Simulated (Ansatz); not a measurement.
# WSe2: the cost of one run

Program: Ansatz 0.2.0. Level of theory: DFT PBE, scalar-relativistic, plane waves, PAW. These are calculated values, not measurements.

**1. Starting point**

Symmetry: P6_3/mmc, No. 194, hexagonal system. Conventional cell: a = 3.290 Å, b = 3.290 Å, c = 12.970 Å, α = 90.00°, β = 90.00°, γ = 120.00°. W (site symmetry -6m2) is surrounded by 6 Se at 2.53 Å. Se (site symmetry 3m) has 3 W at 2.53 Å as nearest neighbours.

Structure file:

```cif
data_structure
_symmetry_space_group_name_H-M 'P 1'
_symmetry_Int_Tables_number 1
_cell_length_a 9.8700
_cell_length_b 9.8700
_cell_length_c 12.9700
_cell_angle_alpha 90.000
_cell_angle_beta 90.000
_cell_angle_gamma 120.000
_cell_volume 1094.22
loop_
_atom_site_label
_atom_site_type_symbol
_atom_site_fract_x
_atom_site_fract_y
_atom_site_fract_z
_atom_site_occupancy
W1 W 0.11111 0.22222 0.25000 1
W2 W 0.11111 0.55556 0.25000 1
W3 W 0.11111 0.88889 0.25000 1
W4 W 0.44444 0.22222 0.25000 1
W5 W 0.44444 0.55556 0.25000 1
W6 W 0.44444 0.88889 0.25000 1
W7 W 0.77778 0.22222 0.25000 1
W8 W 0.77778 0.55556 0.25000 1
W9 W 0.77778 0.88889 0.25000 1
W10 W 0.22222 0.11111 0.75000 1
W11 W 0.22222 0.44444 0.75000 1
W12 W 0.22222 0.77778 0.75000 1
W13 W 0.55556 0.11111 0.75000 1
W14 W 0.55556 0.44444 0.75000 1
W15 W 0.55556 0.77778 0.75000 1
W16 W 0.88889 0.11111 0.75000 1
W17 W 0.88889 0.44444 0.75000 1
W18 W 0.88889 0.77778 0.75000 1
Se1 Se 0.11111 0.22222 0.62100 1
Se2 Se 0.11111 0.55556 0.62100 1
Se3 Se 0.11111 0.88889 0.62100 1
Se4 Se 0.44444 0.22222 0.62100 1
Se5 Se 0.44444 0.55556 0.62100 1
Se6 Se 0.44444 0.88889 0.62100 1
Se7 Se 0.77778 0.22222 0.62100 1
Se8 Se 0.77778 0.55556 0.62100 1
Se9 Se 0.77778 0.88889 0.62100 1
Se10 Se 0.22222 0.11111 0.12100 1
Se11 Se 0.22222 0.44444 0.12100 1
Se12 Se 0.22222 0.77778 0.12100 1
Se13 Se 0.55556 0.11111 0.12100 1
Se14 Se 0.55556 0.44444 0.12100 1
Se15 Se 0.55556 0.77778 0.12100 1
Se16 Se 0.88889 0.11111 0.12100 1
Se17 Se 0.88889 0.44444 0.12100 1
Se18 Se 0.88889 0.77778 0.12100 1
Se19 Se 0.11111 0.22222 0.87900 1
Se20 Se 0.11111 0.55556 0.87900 1
Se21 Se 0.11111 0.88889 0.87900 1
Se22 Se 0.44444 0.22222 0.87900 1
Se23 Se 0.44444 0.55556 0.87900 1
Se24 Se 0.44444 0.88889 0.87900 1
Se25 Se 0.77778 0.22222 0.87900 1
Se26 Se 0.77778 0.55556 0.87900 1
Se27 Se 0.77778 0.88889 0.87900 1
Se28 Se 0.22222 0.11111 0.37900 1
Se29 Se 0.22222 0.44444 0.37900 1
Se30 Se 0.22222 0.77778 0.37900 1
Se31 Se 0.55556 0.11111 0.37900 1
Se32 Se 0.55556 0.44444 0.37900 1
Se33 Se 0.55556 0.77778 0.37900 1
Se34 Se 0.88889 0.11111 0.37900 1
Se35 Se 0.88889 0.44444 0.37900 1
Se36 Se 0.88889 0.77778 0.37900 1
```

The runs take a perfect supercell of 54 atoms; the defect goes to fractional position (0.111, 0.222, 0.621).

**2. The perfect supercell**

input.yaml

```yaml
crystal:
  lattice:
    - [9.87, 0.0, 0.0]
    - [-4.935, 8.547671, 0.0]
    - [0.0, 0.0, 12.97]
  atoms:
    - { symbol: W, position: [0.111111, 0.222222, 0.25] }
    - { symbol: W, position: [0.111111, 0.555556, 0.25] }
    - { symbol: W, position: [0.111111, 0.888889, 0.25] }
    - { symbol: W, position: [0.444444, 0.222222, 0.25] }
    - { symbol: W, position: [0.444444, 0.555556, 0.25] }
    - { symbol: W, position: [0.444444, 0.888889, 0.25] }
    - { symbol: W, position: [0.777778, 0.222222, 0.25] }
    - { symbol: W, position: [0.777778, 0.555556, 0.25] }
    - { symbol: W, position: [0.777778, 0.888889, 0.25] }
    - { symbol: W, position: [0.222222, 0.111111, 0.75] }
    - { symbol: W, position: [0.222222, 0.444444, 0.75] }
    - { symbol: W, position: [0.222222, 0.777778, 0.75] }
    - { symbol: W, position: [0.555556, 0.111111, 0.75] }
    - { symbol: W, position: [0.555556, 0.444444, 0.75] }
    - { symbol: W, position: [0.555556, 0.777778, 0.75] }
    - { symbol: W, position: [0.888889, 0.111111, 0.75] }
    - { symbol: W, position: [0.888889, 0.444444, 0.75] }
    - { symbol: W, position: [0.888889, 0.777778, 0.75] }
    - { symbol: Se, position: [0.111111, 0.222222, 0.621] }
    - { symbol: Se, position: [0.111111, 0.555556, 0.621] }
    - { symbol: Se, position: [0.111111, 0.888889, 0.621] }
    - { symbol: Se, position: [0.444444, 0.222222, 0.621] }
    - { symbol: Se, position: [0.444444, 0.555556, 0.621] }
    - { symbol: Se, position: [0.444444, 0.888889, 0.621] }
    - { symbol: Se, position: [0.777778, 0.222222, 0.621] }
    - { symbol: Se, position: [0.777778, 0.555556, 0.621] }
    - { symbol: Se, position: [0.777778, 0.888889, 0.621] }
    - { symbol: Se, position: [0.222222, 0.111111, 0.121] }
    - { symbol: Se, position: [0.222222, 0.444444, 0.121] }
    - { symbol: Se, position: [0.222222, 0.777778, 0.121] }
    - { symbol: Se, position: [0.555556, 0.111111, 0.121] }
    - { symbol: Se, position: [0.555556, 0.444444, 0.121] }
    - { symbol: Se, position: [0.555556, 0.777778, 0.121] }
    - { symbol: Se, position: [0.888889, 0.111111, 0.121] }
    - { symbol: Se, position: [0.888889, 0.444444, 0.121] }
    - { symbol: Se, position: [0.888889, 0.777778, 0.121] }
    - { symbol: Se, position: [0.111111, 0.222222, 0.879] }
    - { symbol: Se, position: [0.111111, 0.555556, 0.879] }
    - { symbol: Se, position: [0.111111, 0.888889, 0.879] }
    - { symbol: Se, position: [0.444444, 0.222222, 0.879] }
    - { symbol: Se, position: [0.444444, 0.555556, 0.879] }
    - { symbol: Se, position: [0.444444, 0.888889, 0.879] }
    - { symbol: Se, position: [0.777778, 0.222222, 0.879] }
    - { symbol: Se, position: [0.777778, 0.555556, 0.879] }
    - { symbol: Se, position: [0.777778, 0.888889, 0.879] }
    - { symbol: Se, position: [0.222222, 0.111111, 0.379] }
    - { symbol: Se, position: [0.222222, 0.444444, 0.379] }
    - { symbol: Se, position: [0.222222, 0.777778, 0.379] }
    - { symbol: Se, position: [0.555556, 0.111111, 0.379] }
    - { symbol: Se, position: [0.555556, 0.444444, 0.379] }
    - { symbol: Se, position: [0.555556, 0.777778, 0.379] }
    - { symbol: Se, position: [0.888889, 0.111111, 0.379] }
    - { symbol: Se, position: [0.888889, 0.444444, 0.379] }
    - { symbol: Se, position: [0.888889, 0.777778, 0.379] }
basis:
  ecutwfc: 420
  fft_grid_basis: typed
kpoints:
  mp_grid: { grid: [3, 3, 1] }
hamiltonian:
  xc: pbe
  pseudopotentials: { kind: paw }
scf:
  occupations: { method: gaussian, width: 0.05 }
output:
  forces: true
  stress: false
  eigenvalues: true
  bader: false
  write_density: true
  volumetric_format: npy
```

Run with:

```sh
ansatz run input.yaml --threads 8 --pin off --max-ram 16384MiB --backend cpu --events-out ev --progress --plain --runs-dir out
```

Q: Estimate wall time and peak memory on 8 threads of Arm Neoverse N1, shared host.

About 39 s, with a peak of 6.6 GiB.
